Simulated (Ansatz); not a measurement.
Below is a relaxed structure of TaSi2. The cell was found from a structure generator's guess, not taken from experiment.

Computed with DFT PBE, scalar-relativistic, plane waves, PAW in Ansatz. Cutoff 420 eV, Γ-centred mesh, Gaussian smearing, no spin polarisation.

```cif
data_structure
_symmetry_space_group_name_H-M 'P 1'
_symmetry_Int_Tables_number 1
_cell_length_a 4.8233
_cell_length_b 4.8233
_cell_length_c 4.8233
_cell_angle_alpha 43.923
_cell_angle_beta 43.923
_cell_angle_gamma 43.923
_cell_volume 49.04
loop_
_atom_site_label
_atom_site_type_symbol
_atom_site_fract_x
_atom_site_fract_y
_atom_site_fract_z
_atom_site_occupancy
Ta1 Ta 0.50000 0.50000 0.50000 1
Si1 Si 0.28899 0.28899 0.28899 1
Si2 Si 0.71101 0.71101 0.71101 1
```

Formation energies are uncorrected and refer to the elements' standard structures at the same level.

Question: What space group does it have?

Answer: R-3m (No. 166). Conventional cell: a = 3.608 Å, c = 13.051 Å. Ta is surrounded by 8 Si at 2.62–2.75 Å; around Si lie 3 Si at 2.38 Å and 4 Ta at 2.62–2.75 Å.

Question: What is its formation energy per atom?

Answer: −0.16 eV/atom. Whether it is stable depends on the other phases of the system, which aren't compared here.

Question: Is it a metal?

Answer: Yes, bands cross the Fermi level on the 18×18×18 mesh.

The last run used an 18×18×18 mesh for its 3-atom cell and Gaussian smearing of 0.10 eV. Spin–orbit coupling, which can matter for Ta, is left out. The cell is a metal run without spin; a magnetic state may lie lower. Symmetry constrained the relaxation, so the result can be a saddle point.
